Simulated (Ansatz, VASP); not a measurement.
# AlN: VASP beside Ansatz

Contents of INCAR:

```
SYSTEM = AlN
ALGO = Normal
EDIFF = 1E-7
ENCUT = 520
GGA = PS
ISIF = 2
ISMEAR = 0
LASPH = .True.
LCHARG = .True.
LELF = .True.
LREAL = .False.
LVHAR = .True.
LWAVE = .False.
NBANDS = 11
NELM = 60
PREC = Accurate
SIGMA = 0.05
```

Contents of KPOINTS:

```
k-points
0
Gamma
  10 10 10
  0 0 0
```

POSCAR

```
AlN
1.0
   -0.0808908813      1.9413811517      1.9413811517
    1.9413811517     -0.0808908813      1.9413811517
    2.0222720330      2.0222720330     -0.1617817626
Al N
1 1
Direct
    0.5000000000      0.5000000000      0.5000000000
    0.0000000000      0.0000000000      0.0000000000
```

Input for Ansatz:

```yaml
crystal:
  lattice:
    - [-0.0808908813, 1.9413811517, 1.9413811517]
    - [1.9413811517, -0.0808908813, 1.9413811517]
    - [2.022272033, 2.022272033, -0.1617817626]
  atoms:
    - { symbol: Al, position: [0.5, 0.5, 0.5] }
    - { symbol: "N", position: [0.0, 0.0, 0.0] }
basis:
  ecutwfc: 520.0
kpoints:
  mp_grid: { grid: [10, 10, 10] }
hamiltonian:
  xc: pbesol
  pseudopotentials: { kind: paw, azcp: { folder: soft_1 } }
scf:
  occupations: { method: gaussian, width: 0.05 }
output:
  forces: true
  stress: true
  eigenvalues: true
```

Change from the starting cell: engineering shear strain xz -0.0800, engineering shear strain yz -0.0800.

Alike in both runs: task single point; functional PBEsol; k mesh 10 × 10 × 10; occupations gaussian, width 0.05 eV; no spin polarisation.

|  | VASP | Ansatz |
| --- | --- | --- |
| version | VASP 6.6.1 | Ansatz 0.2.0 |
| potentials or method | VASP PAW PBE potentials, release 64 (Al, N) | scalar-relativistic, plane waves, PAW |
| plane-wave cutoff (eV) | 520 | 520 |
| valence electrons in the cell | 8 | 8 |

```csv
,VASP,Ansatz,Ansatz less VASP
gap on the k mesh at the Fermi level (eV),2.75,2.75,+0.002
least direct gap on the mesh (eV),4.43,4.41,-0.017
pressure (GPa),1.7,1.6,-0.04
largest component of the traceless stress (GPa),24.93,24.90,-0.022
```

Ansatz warned: «pseudo_functional_mismatch».

Caveats: the PAW data sets were made with another functional, which shifts forces and pressure a little (VASP). A k mesh can miss the band edges.
